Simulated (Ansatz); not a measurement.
Here is an unrelaxed guess for ScAl3.

```cif
data_structure
_symmetry_space_group_name_H-M 'P 1'
_symmetry_Int_Tables_number 1
_cell_length_a 4.9684
_cell_length_b 4.9684
_cell_length_c 2.8289
_cell_angle_alpha 91.380
_cell_angle_beta 91.380
_cell_angle_gamma 110.586
_cell_volume 65.32
loop_
_atom_site_label
_atom_site_type_symbol
_atom_site_fract_x
_atom_site_fract_y
_atom_site_fract_z
_atom_site_occupancy
Sc1 Sc 0.50000 0.50000 0.00000 1
Al1 Al 0.00000 0.00000 0.00000 1
Al2 Al 0.50000 0.00000 0.50000 1
Al3 Al 0.00000 0.50000 0.50000 1
```

Computed with DFT PBE, scalar-relativistic, plane waves, PAW in Ansatz 0.2.0. Settings: cutoff 420 eV, Γ-centred mesh 4×4×6 on the computed 4-atom cell, Gaussian smearing of 0.10 eV; no spin polarisation.

Formation energies are uncorrected and refer to the elements' standard structures at the same level.

Task: Estimate its pressure, forces and energy as it stands.

Result: The pressure is 9.6 GPa (the mean over three directions, positive in compression), the largest force is 0.00 eV/Å (symmetry fixes the atoms), and the energy is −0.21 eV/atom against the elements. The shortest distance is 2.83 Å.

Task: How much does it gain on relaxing, and where does it end?

Result: Relaxing gains under 0.1 eV/atom (the start's value is from the coarse mesh, so the gain is rough) in 9 ionic steps and ends at −0.28 eV/atom on the finer mesh. The symmetry goes from C2/m (No. 12) to Cmmm (No. 65). The volume per atom grows by 10.9 %, from 16.3 to 18.1 Å³. The shortest distance goes from 2.83 Å (Sc–Al, Al–Al and Sc–Sc) to 2.87 Å (Sc–Al and Al–Al). Conventional cell: a = 5.733 Å, b = 8.285 Å, c = 3.049 Å. Sc has 10 Al at 2.87–2.94 Å and 2 Sc at 3.05 Å; Al on a site of symmetry mmm is surrounded by 2 Sc at 2.87 Å and 10 Al at 2.94–3.05 Å; Al on a site of symmetry 2/m has 8 Al at 2.87–3.05 Å and 4 Sc at 2.94 Å.

The last run used a 10×10×16 mesh (in the run's order of axes) for its 4-atom cell and Gaussian smearing of 0.10 eV. The relaxation can't lower the symmetry of the start. A structure relaxed within its symmetry needn't be a true minimum. Another cell of ScAl3 relaxed alike, in I4/mmm, lies 87 meV/atom lower, so this cell isn't the stable form at this level.
